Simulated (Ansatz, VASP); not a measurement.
# Cross-check of TiO2 between VASP and Ansatz

Wanted: the spread between two codes on one cell, functional and k mesh. The cell is taken from a series of runs on this material, whose earlier steps may have relaxed, scaled, displaced or heated it; both programs get it as it stands.

Calculated with Ansatz 0.2.0; plane waves, with VASP 6.6.1 beside it; single point at HSE06.

### Step 1. The starting structure

It takes space group C2/m (No. 12, monoclinic). Conventional cell: a = 12.307 Å, b = 3.767 Å, c = 6.616 Å, α = 90.00°, β = 106.95°, γ = 90.00°. Ti has 5 O at 1.78 to 2.03 Å nearest. Ti has 6 O at 1.86 to 2.16 Å nearest. Nearest to O lie 3 Ti at 1.86 to 2.16 Å. Nearest to O lie 3 Ti at 1.94 to 2.03 Å. O has 2 Ti at 1.78 to 1.87 Å nearest. Nearest to O lie 3 Ti at 1.96 to 2.16 Å. Farther neighbours and most contacts between anions are not listed.

Coordinates:

```cif
data_structure
_symmetry_space_group_name_H-M 'C2/m'
_symmetry_Int_Tables_number 12
_cell_length_a 12.3072
_cell_length_b 3.7669
_cell_length_c 6.6162
_cell_angle_alpha 90.000
_cell_angle_beta 106.945
_cell_angle_gamma 90.000
_cell_volume 293.41
loop_
_atom_site_label
_atom_site_type_symbol
_atom_site_symmetry_multiplicity
_atom_site_Wyckoff_symbol
_atom_site_fract_x
_atom_site_fract_y
_atom_site_fract_z
_atom_site_occupancy
Ti1 Ti 4 i 0.80471 0.00000 0.71624 1
Ti2 Ti 4 i 0.59993 0.50000 0.71040 1
O1 O 4 i 0.55835 0.50000 0.36998 1
O2 O 4 i 0.63807 0.00000 0.70660 1
O3 O 4 i 0.63281 0.50000 0.00471 1
O4 O 4 i 0.73651 0.00000 0.34750 1
```

### Step 2. VASP: single point, HSE06

A single point gives forces, pressure and levels at one fixed geometry, so differences don't come from the geometry; what else differs is listed under the comparison.

Lines of VASP's logs that name or quote its potential files are left out, and so is its time.

The run reads the wave functions of an earlier VASP run, which isn't shown here.

The input, INCAR:

```
SYSTEM = TiO2
PREC = Accurate
ENCUT = 520
EDIFF = 1E-06
NELM = 100
ISMEAR = 0
SIGMA = 0.01
LREAL = .FALSE.
ALGO = Normal
LHFCALC = .TRUE.
AEXX = 0.25
GGA = PE
HFSCREEN = 0.208
LASPH = .TRUE.
NBANDS = 60
PRECFOCK = Fast
LORBIT = 11
LWAVE = .FALSE.
LCHARG = .FALSE.
KPAR = 4
NCORE = 4
ISIF = 2
```

The input, POSCAR:

```
TiO2
1.0
    6.1535771931     -1.8834685000      0.0000000000
    6.1535771931      1.8834685000      0.0000000000
   -1.9283261078      0.0000000000      6.3289668713
Ti O
4 8
Direct
    0.8047140000      0.8047140000      0.7162380000
    0.0999290000      0.0999290000      0.7103980000
    0.1952860000      0.1952860000      0.2837620000
    0.9000710000      0.9000710000      0.2896020000
    0.0583525000      0.0583525000      0.3699790000
    0.6380690000      0.6380690000      0.7066030000
    0.1328115000      0.1328115000      0.0047090000
    0.9416475000      0.9416475000      0.6300210000
    0.7365115000      0.7365115000      0.3475000000
    0.8671885000      0.8671885000      0.9952910000
    0.2634885000      0.2634885000      0.6525000000
    0.3619310000      0.3619310000      0.2933970000
```

The input, KPOINTS:

```
Automatic mesh
0
Gamma
4 4 2
0 0 0
```

PAW data sets: Ti_sv and O (PBE family, release 64).

Command:

```console
mpirun -np 16 vasp_std
```

Numbers of over 12 decimals in the logs are rounded to 6 here.

Output:

```text
[banner, memory and clock lines left out]
running   16 mpi-ranks, on    1 nodes
 distrk:  each k-point on    4 cores,    4 groups
 distr:  one band on    4 cores,    1 groups

 POSCAR found type information on POSCAR TiO
 POSCAR found :  2 types and      12 ions
 LDA part: xc-table for (Slater+PW92), standard interpolation
 found WAVECAR, reading the header
 POSCAR, INCAR and KPOINTS ok, starting setup
 FFT: planning ... GRIDC
 FFT: planning ... GRID_SOFT
 FFT: planning ... GRID
 reading WAVECAR
 the WAVECAR file was read successfully
 initial charge from wavefunction
 entering main loop
       N       E                     dE             d eps       ncg     rms          rms(c)
DAV:   1    -0.133240848499E+03   -0.13324E+03   -0.60811E+00  1788   0.161E+01    0.638E+00
DAV:   2    -0.132688213302E+03    0.55264E+00   -0.15854E+00  2140   0.124E+01    0.195E+00
DAV:   3    -0.132752714217E+03   -0.64501E-01   -0.47382E-01  2404   0.387E+00    0.157E+00
DAV:   4    -0.132729227330E+03    0.23487E-01   -0.11429E-01  2284   0.240E+00    0.598E-01
DAV:   5    -0.132734488637E+03   -0.52613E-02   -0.19413E-02  1968   0.671E-01    0.375E-01
DAV:   6    -0.132733255931E+03    0.12327E-02   -0.37344E-03  2400   0.491E-01    0.193E-01
DAV:   7    -0.132733644424E+03   -0.38849E-03   -0.11197E-03  1960   0.183E-01    0.140E-01
DAV:   8    -0.132733621485E+03    0.22939E-04   -0.33740E-04  2408   0.161E-01    0.715E-02
DAV:   9    -0.132733664633E+03   -0.43148E-04   -0.81552E-05  1968   0.551E-02    0.436E-02
DAV:  10    -0.132733672834E+03   -0.82015E-05   -0.19602E-05  2264   0.316E-02    0.270E-02
DAV:  11    -0.132733680177E+03   -0.73421E-05   -0.78203E-06  1832   0.181E-02    0.172E-02
DAV:  12    -0.132733683007E+03   -0.28303E-05   -0.16239E-06  1224   0.116E-02    0.103E-02
DAV:  13    -0.132733684513E+03   -0.15062E-05   -0.13331E-06  1208   0.807E-03    0.629E-03
DAV:  14    -0.132733685280E+03   -0.76695E-06   -0.58259E-07  1136   0.537E-03
   1 F= -.13273369E+03 E0= -.13273369E+03  d E =-.218833-110
```

Parts of OUTCAR (step 2):

```text
ion  position               nearest neighbor table
   1  0.805  0.805  0.716-  10 1.78   8 1.93  11 1.96  11 1.96   6 2.03   9 2.34
   2  0.100  0.100  0.710-   8 1.86   7 1.87   6 1.94   6 1.94  11 2.16   5 2.16
   3  0.195  0.195  0.284-   7 1.78   5 1.93   9 1.96   9 1.96  12 2.03  11 2.34
   4  0.900  0.900  0.290-   5 1.86  10 1.87  12 1.94  12 1.94   9 2.16   8 2.16
   5  0.058  0.058  0.370-   4 1.86   3 1.93   2 2.16
   6  0.638  0.638  0.707-   2 1.94   2 1.94   1 2.03
   7  0.133  0.133  0.005-   3 1.78   2 1.87
   8  0.942  0.942  0.630-   2 1.86   1 1.93   4 2.16
   9  0.737  0.737  0.347-   3 1.96   3 1.96   4 2.16   1 2.34
  10  0.867  0.867  0.995-   1 1.78   4 1.87
  11  0.263  0.263  0.653-   1 1.96   1 1.96   2 2.16   3 2.34
  12  0.362  0.362  0.293-   4 1.94   4 1.94   3 2.03

  LATTYP: Found a base centered monoclinic cell.
 ALAT       =    12.3071543862
 B/A-ratio  =     0.3060770087
 C/A-ratio  =     0.5375907333
 COS(beta)  =    -0.2914546970

 Subroutine GETGRP returns: Found  4 space group operations
 (whereof  4 operations were pure point group operations)

The static configuration has the point symmetry C_2h.

 Found     14 irreducible k-points:

   k-points           NKPTS =     14   k-points in BZ     NKDIM =     32   number of bands    NBANDS=     60

   dimension x,y,z NGX =    48 NGY =   48 NGZ =   50
   dimension x,y,z NGXF=    96 NGYF=   96 NGZF=  100

   ENCUT  =  520.0 eV  38.22 Ry    6.18 a.u.  11.97 11.97 12.30*2*pi/ulx,y,z

   NELECT =      96.0000    total number of electrons

 k-points in reciprocal lattice and weights: Automatic mesh
   0.00000000  0.00000000  0.00000000       0.031
   0.25000000  0.00000000  0.00000000       0.125
   0.50000000  0.00000000  0.00000000       0.062
   0.25000000  0.25000000  0.00000000       0.062
   0.50000000  0.25000000 -0.00000000       0.125
  -0.25000000  0.25000000  0.00000000       0.062
   0.50000000  0.50000000  0.00000000       0.031
   0.00000000  0.00000000  0.50000000       0.031
   0.25000000  0.00000000  0.50000000       0.125
[...]
-0.25000000  0.25000000  0.50000000       0.062
   0.50000000  0.50000000  0.50000000       0.031

  exchange ACFDT corr.  =         0.00000000  see jH, gK, PRB 81, 115126

 average (electrostatic) potential at core
       1 -72.9552       2 -73.0842       3 -72.9552       4 -73.0842       5 -64.7876
       6 -64.5793       7 -64.6574       8 -64.7876       9 -64.8435      10 -64.6574
      11 -64.8435      12 -64.5793

 E-fermi :   1.6698

 k-point     1 :       0.0000    0.0000    0.0000
  band No.  band energies     occupation
    ...
     44       0.5230      2.00000
     45       0.6691      2.00000
     46       0.7088      2.00000
     47       1.0953      2.00000
     48       1.3280      2.00000
     49       5.7686      0.00000
     50       6.1378      0.00000
     51       6.3353      0.00000
     52       6.3562      0.00000
     53       6.4245      0.00000
    ...

 k-point     2 :       0.2500    0.0000    0.0000
  band No.  band energies     occupation
    ...
     44       0.5683      2.00000
     45       0.8338      2.00000
     46       0.9289      2.00000
     47       1.2668      2.00000
     48       1.3922      2.00000
     49       6.1366      0.00000
     50       6.2231      0.00000
     51       6.3687      0.00000
     52       6.4759      0.00000
     53       6.5203      0.00000
    ...

 k-point     3 :       0.5000    0.0000    0.0000
  band No.  band energies     occupation
    ...
     44       0.4031      2.00000
     45       0.5697      2.00000
     46       0.9478      2.00000
     47       1.2849      2.00000
     48       1.3773      2.00000
     49       6.1547      0.00000
     50       6.1897      0.00000
     51       6.6834      0.00000
     52       6.7226      0.00000
     53       7.0164      0.00000
    ...

  Total       -6.6117710     -6.0868770     -7.7897568      0.0000000      0.0000000     -0.1891416
  in kB      -72.2070417    -66.4746835    -85.0718059      0.0000000      0.0000000     -2.0656119
  external PRESSURE =     -74.5845103 kB  Pullay stress =       0.0000000 kB

  energy-cutoff  :      520.00
  volume of cell :      146.71
      direct lattice vectors                 reciprocal lattice vectors
     6.153577193 -1.883468500  0.000000000     0.081253551 -0.265467673  0.024756544
     6.153577193  1.883468500  0.000000000     0.081253551  0.265467673  0.024756544
    -1.928326108  0.000000000  6.328966871     0.000000000  0.000000000  0.158003671

 POSITION                                       TOTAL-FORCE (eV/Angst)
 -----------------------------------------------------------------------------------
      8.52260      0.00000      4.53305         0.050370      0.000000      0.463752
     -0.14004      0.00000      4.49609        -0.100073      0.000000      0.156875
      1.85623      0.00000      1.79592        -0.050370      0.000000     -0.463752
     10.51887      0.00000      1.83288         0.100073      0.000000     -0.156875
      0.00471      0.00000      2.34158        -0.120176      0.000000      0.052403
      6.49025      0.00000      4.47207         0.213402      0.000000      0.008786
      1.62545      0.00000      0.02980         0.187137      0.000000      0.234654
     10.37412      0.00000      3.98738         0.120176      0.000000     -0.052403
      8.39427      0.00000      2.19932         0.139042      0.000000     -0.042874
      8.75338      0.00000      6.29916        -0.187137      0.000000     -0.234654
      1.98456      0.00000      4.12965        -0.139042      0.000000      0.042874
      3.88858      0.00000      1.85690        -0.213402      0.000000     -0.008786
 -----------------------------------------------------------------------------------
    total drift:                               -0.000001      0.000007     -0.000002

  FREE ENERGIE OF THE ION-ELECTRON SYSTEM (eV)
  ---------------------------------------------------
  free  energy   TOTEN  =      -132.7336852800 eV

  energy  without entropy=     -132.7336852800  energy(sigma->0) =     -132.73368528

 total charge
# of ion       s       p       d       tot
------------------------------------------
    1        2.230   6.295   1.649  10.173
    2        2.225   6.292   1.610  10.126
    3        2.230   6.295   1.649  10.173
    4        2.225   6.292   1.610  10.126
    5        1.573   3.535   0.000   5.109
    6        1.571   3.536   0.000   5.107
    7        1.584   3.503   0.000   5.086
    8        1.573   3.535   0.000   5.109
    9        1.567   3.543   0.000   5.110
   10        1.584   3.503   0.000   5.086
   11        1.567   3.543   0.000   5.110
   12        1.571   3.536   0.000   5.107
--------------------------------------------------
tot         21.500  53.405   6.518  81.423

[... 3 further parts left out ...]
```

This run has no spin polarisation, so a moment on Ti, if there is one, isn't seen.

[end of part 1 of 2]

[Lines on the potential files, build, host, timing and source positions are cut from VASP's logs without a mark.]

[Logs are printed without paths, hosts, clocks, repeated set-up lines and the standing remarks that a program may print on its own settings, such as how far it seeks lower states.]

[Hosts, paths, dates, database ids (printed as entryN), source tags and the programs' standing remarks are cut or masked in the printed files.]
